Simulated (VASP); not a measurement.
# Te (Im-3m) in VASP: a series of runs

Runs on Te. Level: PBE. Tasks: relaxation of cell and atoms.

All numbers are computed with VASP 6.6.1; they aren't measurements. Logs are shortened: lines on timing, memory, paths and dates and some standing lists are left out, and cuts for length are marked.

## 1. The structure

It takes space group Im-3m (No. 229, cubic). Conventional cell: a = 3.918 Å, b = 3.918 Å, c = 3.918 Å, α = 90.00°, β = 90.00°, γ = 90.00°. Te (site symmetry m-3m) is surrounded by 8 Te at 3.39 Å.

The cell was built by a generator and needn't be a form met in nature.

## 2. Relaxation of cell and atoms, PBE

Input file INCAR:

```
ALGO     = Normal         # electronic algorithm
EDIFF    = 1E-6           # SCF threshold, eV
EDIFFG   = -0.01          # ionic threshold
ENCUT    = 600            # plane-wave cutoff, eV
GGA      = PE             # functional
IBRION   = 2              # ionic algorithm
ISIF     = 3              # what is computed and relaxed
ISMEAR   = 1              # smearing method
LASPH    = T              # aspherical terms in the spheres
LCHARG   = F              # write CHGCAR
LREAL    = F              # projectors in reciprocal space
LWAVE    = F              # write WAVECAR
NELM     = 80             # most SCF steps
NSW      = 90             # ionic steps
PREC     = Accurate       # precision mode
SIGMA    = 0.1            # smearing width, eV
```

Input file KPOINTS:

```
k-points
0
Gamma
  14 14 14
```

Input file POSCAR:

```
Te
1.0
   -1.9591833700      1.9591833700      1.9591833700
    1.9591833700     -1.9591833700      1.9591833700
    1.9591833700      1.9591833700     -1.9591833700
Te
1
Direct
    0.0000000000      0.0000000000      0.0000000000
```

Potentials or basis: VASP PAW PBE potentials, release 64 (Te).

Launch:

```bash
$ cat potpaw_PBE.64/Te/POTCAR > POTCAR
$ mpirun -np 1 vasp_std > vasp.out
```

OUTCAR:

```text
EDIFF = 1E-6
   EDIFFG = -0.01
   ENCUT = 600
   GGA = PE
   IBRION = 2
   ISIF = 3
   ISMEAR = 1
   LASPH = T
   LREAL = F
   NELM = 80
   NSW = 90
   PREC = Accurate

 ion  position               nearest neighbor table
   1  0.000  0.000  0.000-

  LATTYP: Found a body centered cubic cell.
 ALAT       =     3.9183667400

  Lattice vectors:

 A1 = (  -1.9591833700,   1.9591833700,   1.9591833700)
 A2 = (   1.9591833700,  -1.9591833700,   1.9591833700)
 A3 = (   1.9591833700,   1.9591833700,  -1.9591833700)

Analysis of symmetry for initial positions (statically):
=====================================================================
 Subroutine PRICEL returns:
 Original cell was already a primitive cell.

 Routine SETGRP: Setting up the symmetry group for a
 body centered cubic supercell.

 Subroutine GETGRP returns: Found 48 space group operations
 (whereof 48 operations were pure point group operations)
 out of a pool of 48 trial point group operations.

The static configuration has the point symmetry O_h .

Analysis of symmetry for dynamics (positions and initial velocities):
=====================================================================
 Subroutine PRICEL returns:
 Original cell was already a primitive cell.

 Routine SETGRP: Setting up the symmetry group for a
 body centered cubic supercell.

 Subroutine GETGRP returns: Found 48 space group operations
 (whereof 48 operations were pure point group operations)
 out of a pool of 48 trial point group operations.

The dynamic configuration has the point symmetry O_h .

 Subroutine INISYM returns: Found 48 space group operations
 (whereof 48 operations are pure point group operations),
 and found     1 'primitive' translations

----------------------------------------------------------------------------------------

                                     Primitive cell

  volume of cell :      30.0805

  direct lattice vectors                    reciprocal lattice vectors
    -1.959183370  1.959183370  1.959183370     0.000000000  0.255208373  0.255208373
     1.959183370 -1.959183370  1.959183370     0.255208373  0.000000000  0.255208373
     1.959183370  1.959183370 -1.959183370     0.255208373  0.255208373  0.000000000

  length of vectors
     3.393405138  3.393405138  3.393405138     0.360919142  0.360919142  0.360919142

  position of ions in fractional coordinates (direct lattice)
     0.000000000  0.000000000  0.000000000

  ion indices of the primitive-cell ions
   primitive index   ion index
                 1           1

----------------------------------------------------------------------------------------

 KPOINTS: k-points

Automatic generation of k-mesh.
 Grid dimensions read from file:
 generate k-points for:   14   14   14

 Generating k-lattice:

  Cartesian coordinates                     Fractional coordinates (reciprocal lattice)
     0.000000000  0.018229169  0.018229169     0.071428571  0.000000000  0.000000000
     0.018229169  0.000000000  0.018229169     0.000000000  0.071428571  0.000000000
     0.018229169  0.018229169  0.000000000     0.000000000  0.000000000  0.071428571

  Length of vectors
     0.025779939  0.025779939  0.025779939

  Shift w.r.t. Gamma in fractional coordinates (k-lattice)
     0.000000000  0.000000000  0.000000000

 Subroutine IBZKPT returns following result:
 ===========================================

 Found    104 irreducible k-points:

 Following reciprocal coordinates:
            Coordinates               Weight
  0.000000  0.000000  0.000000      1.000000
  0.071429  0.000000  0.000000     12.000000
  0.142857  0.000000  0.000000     12.000000
  0.214286  0.000000  0.000000     12.000000
  0.285714  0.000000  0.000000     12.000000
  0.357143  0.000000  0.000000     12.000000
[... 16 lines left out ...]
  0.285714  0.285714  0.000000     24.000000
  0.357143  0.285714  0.000000     24.000000
 [... further k-points ...]
   k-points           NKPTS =    104   k-points in BZ     NKDIM =    104   number of bands    NBANDS=      7
   number of dos      NEDOS =    301   number of ions     NIONS =      1
   total plane-waves  NPLWV =  21952
   dimension x,y,z NGX =    28 NGY =   28 NGZ =   28
   dimension x,y,z NGXF=    56 NGYF=   56 NGZF=   56
   ions per type =               1
   NGX,Y,Z   is equivalent  to a cutoff of  13.72, 13.72, 13.72 a.u.
   NGXF,Y,Z  is equivalent  to a cutoff of  27.43, 27.43, 27.43 a.u.
 SYSTEM =  unknown system
   PREC   = accura    normal or accurate (medium, high low for compatibility)
   ISTART =      0    job   : 0-new  1-cont  2-samecut
   ICHARG =      2    charge: 1-file 2-atom 10-const
   ISPIN  =      1    spin polarized calculation?
   LNONCOLLINEAR =      F non collinear calculations
   LSORBIT =      F    spin-orbit coupling
   LASPH  =      T    aspherical Exc in radial PAW
   ENCUT  =  600.0 eV  44.10 Ry    6.64 a.u.   6.78  6.78  6.78*2*pi/ulx,y,z
   NELM   =     80;   NELMIN=  2; NELMDL= -5     # of ELM steps
   EDIFF  = 0.1E-05   stopping-criterion for ELM
   LREAL  =      F    real-space projection
   EDIFFG = -.1E-01   stopping-criterion for IOM
   NSW    =     90    number of steps for IOM
   IBRION =      2    ionic relax: 0-MD 1-quasi-New 2-CG
   NFREE  =      1    steps in history (QN), initial steepest desc. (CG)
   ISIF   =      3    stress and relaxation
   ISYM   =      2    0-nonsym 1-usesym 2-fastsym
   POTIM  = 0.5000    time-step for ionic-motion
   TEBEG  =    0.0;   TEEND  =   0.0 temperature during run
   PSTRESS=    0.0 pullay stress
   NELECT =       6.0000    total number of electrons
   NUPDOWN=      -1.0000    fix difference up-down
   EMIN   =  10.00;   EMAX   =-10.00  energy-range for DOS
   EFERMI =   0.00;   METHOD = LEGACY
   ISMEAR =     1;   SIGMA  =   0.10  broadening in eV -4-tet -1-fermi 0-gaus
   EFERMI_NEDOS =   21; number of points for ismear=-14 and -15
   IALGO  =     38    algorithm
   IMIX   =      4    mixing-type and parameters
     AMIX     =   0.40;   BMIX     =  1.00
     AMIX_MAG =   1.60;   BMIX_MAG =  1.00
  volume/ion in A,a.u.               =      30.08       202.99
  Fermi-wavevector in a.u.,A,eV,Ry     =   0.956526  1.807572 12.448544  0.914942
  Thomas-Fermi vector in A             =   2.085462
   LORBIT       =      0    0 simple, 1 ext, 2 COOP (PROOUT), +10 PAW based schemes
   GGA     = PE    functional components
   LHFCALC =     F    Hartree Fock is set to
   AEXX    =    0.0000 exact exchange contribution
   IVDW    =     0    specifies the selected vdW correction
   LEPSILON=     F    determine dielectric tensor
   LRPA    =     F    only Hartree local field effects (RPA)
 conjugate gradient relaxation of ions
 non-spin polarized calculation
 Methfessel and Paxton  Order N= 1 SIGMA  =   0.10
  energy-cutoff  :      600.00
  volume of cell :       30.08
 maximum number of plane-waves:      1048
   NGX = 13   NGY = 13   NGZ = 13

--------------------------------------- Ionic step        1  -------------------------------------------

 number of electron       6.0000000 magnetization

 Free energy of the ion-electron system (eV)
  ---------------------------------------------------
  ext. energy  EPLUGINS =         0.00000000
  ---------------------------------------------------
  free energy    TOTEN  =        -2.82139201 eV

  energy without entropy =       -2.82081595  energy(sigma->0) =       -2.82119999

 E-fermi :   7.0284     XC(G=0):  -9.8307

 val. band max:        7.0088935744   @ k =   0.3571   0.0714   0.0000
 cond. band min:       7.0285945346   @ k =  -0.4286  -0.4286   0.2143
 fundamental gap:      0.0197009602
 Fermi energy:         7.0283918194

 k-point     1 :       0.0000    0.0000    0.0000
  band No.  band energies     occupation
      1      -6.3414      2.00000
      2       9.7974      0.00000
      3       9.7974      0.00000
      4       9.7974      0.00000
      5      16.2696      0.00000
      6      16.8592      0.00000
      7      16.8592      0.00000

 k-point     2 :       0.0714    0.0000    0.0000
  band No.  band energies     occupation
      1      -6.2552      2.00000
      2       9.1822      0.00000
      3       9.5898      0.00000
      4       9.7577      0.00000
      5      16.2785      0.00000
      6      16.4030      0.00000
      7      16.9632      0.00000
[... 277 lines left out ...]
 POSITION                                       TOTAL-FORCE (eV/Angst)
 -----------------------------------------------------------------------------------
     -1.91404      1.91404      1.91404         0.000000     -0.000000      0.000000
 -----------------------------------------------------------------------------------
    total drift:                               -0.000000     -0.000000      0.000000

  FREE ENERGIE OF THE ION-ELECTRON SYSTEM (eV)
  ---------------------------------------------------
  free  energy   TOTEN  =        -2.8328719238 eV

  energy  without entropy=       -2.8328253866  energy(sigma->0) =       -2.83285641

--------------------------------------- Ionic step        3  -------------------------------------------

 number of electron       6.0000000 magnetization

 Free energy of the ion-electron system (eV)
  ---------------------------------------------------
  ext. energy  EPLUGINS =         0.00000000
  ---------------------------------------------------
  free energy    TOTEN  =        -2.83431470 eV

  energy without entropy =       -2.83410891  energy(sigma->0) =       -2.83424610

 E-fermi :   7.7389     XC(G=0): -10.0670

 val. band max:        7.7309704143   @ k =   0.3571   0.0714   0.0000
 cond. band min:       7.7980550775   @ k =  -0.4286  -0.4286   0.2143
 fundamental gap:      0.0670846632
 Fermi energy:         7.7389421725

 k-point     1 :       0.0000    0.0000    0.0000
  band No.  band energies     occupation
      1      -6.0303      2.00000
      2      10.7796      0.00000
      3      10.7796      0.00000
      4      10.7796      0.00000
      5      17.5929      0.00000
      6      17.6844      0.00000
      7      17.6844      0.00000

 k-point     2 :       0.0714    0.0000    0.0000
  band No.  band energies     occupation
      1      -5.9381      2.00000
      2      10.1206      0.00000
      3      10.5470      0.00000
      4      10.7331      0.00000
      5      17.1629      0.00000
      6      17.1852      0.00000
      7      18.0744      0.00000
[... 242 lines left out ...]
 POSITION                                       TOTAL-FORCE (eV/Angst)
 -----------------------------------------------------------------------------------
      0.00000      0.00000     -0.00000        -0.000000      0.000000     -0.000000
 -----------------------------------------------------------------------------------
    total drift:                                0.000000      0.000000      0.000000

  FREE ENERGIE OF THE ION-ELECTRON SYSTEM (eV)
  ---------------------------------------------------
  free  energy   TOTEN  =        -2.8343147037 eV

  energy  without entropy=       -2.8341089072  energy(sigma->0) =       -2.83424610

 reached required accuracy - stopping structural energy minimisation
```

Run time: 18 s. Hardware: 1 thread of Intel Xeon 6975P-C (Granite Rapids), shared host; peak memory 0.18 GiB.

What came out:

| Quantity | Value |
| --- | --- |
| Free energy | -2.8343 eV |
| Relaxed volume | 28.53 Å³/atom |
| Relaxed cell | a = 3.334 Å, b = 3.334 Å, c = 3.334 Å, α = 109.47°, β = 109.47°, γ = 109.47° |
| Space group after relaxing (to 0.05 Å) | Im-3m (No. 229) |
| Energy gained by relaxing | 12.9 meV/atom |
| Ionic steps | 3 |
| Pressure after relaxing | 0.0 GPa |
| Band gap on the k mesh | none (metal or under the smearing width) |

The path:
| step | energy change (eV) | largest force (eV/Å) | pressure (GPa) | volume (Å³) |
| --- | --- | --- | --- | --- |
| 1 | 0.0000 | 0.0000 | -2.54 | 30.08 |
| 2 | -0.0115 | 0.0000 | 0.98 | 28.05 |
| 3 | -0.0129 | 0.0000 | 0.00 | 28.53 |

Final structure:
```
Te
1.0
    -1.92497    1.92497    1.92497
     1.92497   -1.92497    1.92497
     1.92497    1.92497   -1.92497
Te
1
Direct
  0.00000 0.00000 0.00000
```

Spin-orbit coupling is left out, which matters for the levels of Te.

(Continued in part 2 of 2.)
